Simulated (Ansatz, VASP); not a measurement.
ZrC: VASP beside Ansatz

File INCAR:

```
PREC     = Accurate       # precision mode
ENCUT    = 520            # plane-wave cutoff, eV
EDIFF    = 1E-7           # SCF threshold, eV
ISMEAR   = 0              # smearing method
SIGMA    = 0.1            # smearing width, eV
LREAL    = F              # projectors in reciprocal space
LASPH    = T              # aspherical terms in the spheres
NELM     = 80             # most SCF steps
ALGO     = Normal         # electronic algorithm
ISIF     = 2              # what is computed and relaxed
LWAVE    = F              # write WAVECAR
LCHARG   = T              # write CHGCAR
GGA      = PE             # functional
LELF     = T              # ELF
LVHAR    = T            
NBANDS   = 15             # bands
```

Contents of KPOINTS:

```
Automatic mesh
0
Gamma
  20 20 20
```

File POSCAR:

```
ZrC
1.0
    0.0000000000      2.4005606174      2.4005606174
    2.4005606174      0.0000000000      2.4005606174
    2.4005606174      2.4005606174      0.0000000000
Zr C
1 1
Direct
    0.5000000000      0.5000000000      0.5000000000
    0.0000000000      0.0000000000      0.0000000000
```

Input for Ansatz:

```yaml
crystal:
  lattice:
    - [0.0, 2.4005606174, 2.4005606174]
    - [2.4005606174, 0.0, 2.4005606174]
    - [2.4005606174, 2.4005606174, 0.0]
  atoms:
    - { symbol: Zr, position: [0.5, 0.5, 0.5] }
    - { symbol: C, position: [0.0, 0.0, 0.0] }
basis:
  ecutwfc: 420
kpoints:
  mp_grid: { grid: [20, 20, 20] }
hamiltonian:
  xc: pbe
scf:
  occupations: { method: gaussian, width: 0.1 }
output:
  forces: true
  stress: true
  eigenvalues: true
```

Alike in both runs: task single point; functional PBE; k mesh 20 × 20 × 20; occupations gaussian, width 0.1 eV; no spin polarisation.

|  | VASP | Ansatz |
| --- | --- | --- |
| version | VASP 6.6.1 | Ansatz 0.2.0 |
| potentials or method | VASP PAW PBE potentials, release 64 (Zr_sv, C) | scalar-relativistic, plane waves, PAW |
| plane-wave cutoff (eV) | 520 | 420 |
| valence electrons in the cell | 16 | 16 |

```csv
,VASP,Ansatz,Ansatz less VASP
gap on the k mesh at the Fermi level (eV),none,none,-
pressure (GPa),-11.3,-11.5,-0.20
```

A gap of «none» marks a metal or a gap that the smearing closes.
